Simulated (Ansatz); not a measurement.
Ni:

```xyz
1
Lattice="0.0000 1.7376 1.7376 1.7376 0.0000 1.7376 1.7376 1.7376 0.0000" Properties=species:S:1:pos:R:3 pbc="T T T"
Ni    0.0000    0.0000    0.0000
```

* Program: Ansatz 0.2.0
* Task: relaxation of cell and atoms
* Functional: PBE
* Potentials or basis: Ansatz PAW
* Cutoff: 420 eV (not typed: the program's choice for these potentials)
* k mesh: 13 × 13 × 13
* Occupations: fermi-dirac, width 0.05 eV
* Spin: collinear spin, ferromagnetic start
* Starting moments: [1.0] μB

At the start: volume 10.49 Å³/atom.

Problem. Where does the relaxation end?

Solution. It ends after 5 steps and the volume is 10.89 Å³/atom (+3.8 %); space group Fm-3m (No. 225, to 0.05 Å); moment 0.63 μB per cell.

The path:
```csv
step,energy change (eV),largest force (eV/Å),volume (Å³)
1,0.0000,0.0000,10.49
2,-0.0069,0.0000,10.68
3,-0.0095,0.0000,10.87
4,-0.0095,0.0000,10.89
5,-0.0096,0.0000,10.89
```

Final structure:
```
CELL_PARAMETERS angstrom
0.00000 1.75913 1.75913
1.75913 0.00000 1.75913
1.75913 1.75913 0.00000
ATOMIC_POSITIONS crystal
Ni 0.00000 0.00000 0.00000
```

Caveat: the plane-wave basis is chosen anew once the cell has moved, so the energies of steps on either side of that aren't comparable.
